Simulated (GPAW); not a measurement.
Here is a GPAW 26.7.0 calculation.

File run.py:

```python
from ase.filters import FrechetCellFilter
from ase.io import read, write
from ase.optimize import BFGS
from gpaw import GPAW, PW, setup_paths

setup_paths.insert(0, '.')

atoms = read('Cl.cif')

calc = GPAW(mode=PW(600),
            xc='PBEsol',
            kpts={'size': (5, 5, 3), 'gamma': True},
            occupations={'name': 'fermi-dirac', 'width': 0.05},
            nbands=26,
            convergence={'density': 1e-06, 'energy': 1e-06, 'eigenstates': 1e-10},
            maxiter=150,
            txt='gpaw.txt')
atoms.calc = calc
opt = BFGS(FrechetCellFilter(atoms), trajectory='relax.traj', logfile='-')
done = opt.run(fmax=0.01, steps=60)
calc.write('gs.gpw')
write('result.traj', atoms)
print('Converged:', done)
print('Cell:', atoms.cell.cellpar().round(4))
print('Volume:', round(atoms.get_volume(), 4))
print(atoms.get_scaled_positions().round(5))
```

The input Cl.cif:

```cif
data_Cl
_cell_length_a 3.86697879
_cell_length_b 3.86697879
_cell_length_c 8.21000000
_cell_angle_alpha 90.00000000
_cell_angle_beta 90.00000000
_cell_angle_gamma 71.16147578
_space_group_name_H-M_alt 'P1'
_space_group_name_Hall 'P 1'
_space_group_IT_number 1
loop_
_space_group_symop_operation_xyz
'x,y,z'
loop_
_atom_site_label
_atom_site_type_symbol
_atom_site_symmetry_multiplicity
_atom_site_Wyckoff_symbol
_atom_site_fract_x
_atom_site_fract_y
_atom_site_fract_z
_atom_site_occupancy
Cl1 Cl 1 a 0.3700000000 0.6300000000 0.4000000000 1
Cl2 Cl 1 a 0.1300000000 0.8700000000 0.9000000000 1
Cl3 Cl 1 a 0.6300000000 0.3700000000 0.6000000000 1
Cl4 Cl 1 a 0.8700000000 0.1300000000 0.1000000000 1
```

Potentials or basis: PAW data sets generated in the run's folder for this functional, pw.

The run is started by

```sh
$ gpaw-setup -f PBEsol Cl
$ OMP_NUM_THREADS=1 python run.py
```

Q: Predict the space group after relaxing (to 0.05 Å).

A: Cmce (No. 64).

Q: Estimate the band gap on the k mesh.

A: 1.99 eV, direct.

Q: Predict the relaxed cell.

A: a = 3.912 Å, b = 3.912 Å, c = 7.970 Å, α = 90.00°, β = 90.00°, γ = 59.22°.

Q: Predict the relaxed volume.

A: 26.20 Å³/atom.

Final structure:
```
Cl
1.0
     3.89079    0.40698    0.00002
     1.64152    3.55096   -0.00002
     0.00003   -0.00004    7.96965
Cl
4
Direct
  0.37142 0.62858 0.38828
  0.12866 0.87134 0.88830
  0.62858 0.37142 0.61172
  0.87134 0.12866 0.11170
```

Caveat: later steps reuse the first step's grids; an odd mesh through Γ misses points on the zone boundary, where band edges often lie. Expect the measured gap to be larger: semilocal functionals such as PBEsol lack the derivative discontinuity.
